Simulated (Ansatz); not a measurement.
**Mercury, alpha-Hg (rhombohedral): convergence with Methfessel-Paxton smearing**

Computed with Ansatz, LDA, scalar-relativistic PAW, on the relaxed cell (a = 3.493 Å, c = 6.444 Å (c/a = 1.845); spin not included). Errors count from a run at 420 eV on a Γ-centred 19×19×19 mesh with Fermi-Dirac smearing of 0.1 eV, extrapolated to zero width. Fixed here: cutoff 420 eV, mesh 11×11×11. The SCF starts from atomic densities corrected by a trained network.

| width (eV) | E(σ→0) error (meV/atom) | F error (meV/atom) | P (GPa) | SCF iterations |
| --- | --- | --- | --- | --- |
| 0.01 | -2.5 | -2.5 | 0.19 | 5 |
| 0.03 | -2.5 | -2.6 | 0.20 | 5 |
| 0.1 | -2.6 | -2.6 | 0.18 | 5 |
| 0.2 | -2.5 | -2.4 | 0.11 | 5 |
| 0.3 | -2.3 | -2.2 | 0.04 | 5 |
| 0.6 | -2.8 | -2.3 | -0.09 | 5 |

What does the run at 1.0 give (width)?

E(σ→0) error (meV/atom): -1.8; F error (meV/atom): 0.7; P (GPa): -0.12; SCF iterations: 5.
